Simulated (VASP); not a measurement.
# WC (Qusongite): relaxation of cell and atoms with RPBE+D3

The system is WC (Qusongite).

```
CELL_PARAMETERS angstrom
2.90650 0.00000 0.00000
-1.45325 2.51710 0.00000
0.00000 0.00000 2.83660
ATOMIC_POSITIONS crystal
W 0.00000 0.00000 0.00000
C 0.66667 0.33333 0.50000
```

```json
{"Program": "VASP 6.6.1", "Task": "relaxation of cell and atoms", "Functional": "RPBE", "Dispersion": "D3", "Potentials or basis": "VASP PAW PBE potentials, release 64 (W_sv, C)", "Cutoff": "600 eV", "k mesh": "10 × 10 × 9", "Occupations": "fermi-dirac, width 0.05 eV", "Spin": "no spin polarisation", "Further INCAR settings": "ALGO = Normal; EDIFF = 1e-06; IBRION = 2; EDIFFG = -0.02; NSW = 40; ISIF = 3"}
```

```json
{"Relaxed volume": "10.45 Å³/atom", "Relaxed cell": "a = 2.912 Å, b = 2.912 Å, c = 2.846 Å, α = 90.00°, β = 90.00°, γ = 120.00°", "Space group after relaxing (to 0.05 Å)": "P-6m2 (No. 187)", "Energy gained by relaxing": "0.7 meV/atom", "Ionic steps": "3", "Pressure after relaxing": "0.0 GPa", "Band gap on the k mesh": "none (metal or under the smearing width)", "Dispersion energy per atom": "-0.525 eV"}
```

Stress tensor (GPa, compression positive):
```
-0.13  0.00  0.00
 0.00 -0.13  0.00
 0.00  0.00  0.14
```

The path:
| step | energy change (eV) | largest force (eV/Å) | pressure (GPa) | volume (Å³) |
| --- | --- | --- | --- | --- |
| 1 | 0.0000 | 0.0000 | 2.75 | 20.75 |
| 2 | 0.0087 | 0.0000 | -7.37 | 21.29 |
| 3 | -0.0013 | 0.0000 | -0.04 | 20.89 |

Final structure:
```xyz
2
Lattice="2.9117 0.0000 0.0000 -1.4558 2.5216 0.0000 0.0000 0.0000 2.8459" Properties=species:S:1:pos:R:3 pbc="T T T"
W     0.0000    0.0000    0.0000
C     1.4558    0.8405    1.4229
```

Levels at points of the mesh, in eV from the Fermi level:
| k point | band 6 | band 7 | band 8 | band 9 | band 10 | band 11 | band 12 | band 13 |
| --- | --- | --- | --- | --- | --- | --- | --- | --- |
| (0.00, 0.00, 0.00) | -4.28 | -3.30 | -3.30 | 0.06 | 3.20 | 3.20 | 5.59 | 5.59 |
| (0.50, 0.00, 0.00) | -7.02 | -3.61 | -3.54 | -0.47 | 2.32 | 4.50 | 4.86 | 6.82 |

It took 14 s on 1 thread of Intel(R) Xeon(R) 6975P-C (Granite Rapids), on a shared host, peak memory 0.17 GiB.

Caveat: the PAW data sets were made with another functional, which shifts forces and pressure a little; pairwise dispersion overbinds metals, which lowers pressure and volume. Zero-point motion and thermal expansion aren't in these numbers.
